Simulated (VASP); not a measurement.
The system is ZnSe (Stilleite).

```
Se Zn
1.0
     0.00000    2.83380    2.83380
     2.83380    0.00000    2.83380
     2.83380    2.83380    0.00000
Se Zn
1 1
Direct
  0.75000 0.75000 0.75000
  0.00000 0.00000 0.00000
```

| Property | Result |
| --- | --- |
| Program | VASP 6.6.1 |
| Task | relaxation of cell and atoms |
| Functional | PBE-EpsX |
| Potentials or basis | VASP PAW PBE potentials, release 64 (Se, Zn) |
| Cutoff | 600 eV |
| k mesh | 4 × 4 × 4 |
| Occupations | fermi-dirac, width 0.05 eV |
| Spin | no spin polarisation |

At the start: pressure 1.9 GPa; volume 22.76 Å³/atom.

Task: How do energy, volume and symmetry change on relaxing?

Result: Over 3 steps the energy falls by 3.8 meV/atom and the volume is 23.43 Å³/atom (+2.9 %); space group F-43m (No. 216, to 0.05 Å).

The path:
```csv
step,energy change (eV),largest force (eV/Å),pressure (GPa),volume (Å³)
1,0.0000,0.0000,1.85,45.51
2,-0.0069,0.0000,-0.53,47.27
3,-0.0076,0.0000,0.02,46.85
```

Final structure:
```yaml
crystal:
  lattice:
    - [0.00000, 2.86134, 2.86134]
    - [2.86134, 0.00000, 2.86134]
    - [2.86134, 2.86134, 0.00000]
  atoms:
    - { symbol: Se, position: [0.75000, 0.75000, 0.75000] }
    - { symbol: Zn, position: [0.00000, 0.00000, 0.00000] }
```

Caveat: the k mesh is coarse (spacing up to 0.48 Å⁻¹), so the values aren't converged, least of all with exact exchange; the PAW data sets were made with another functional, which shifts forces and pressure a little.
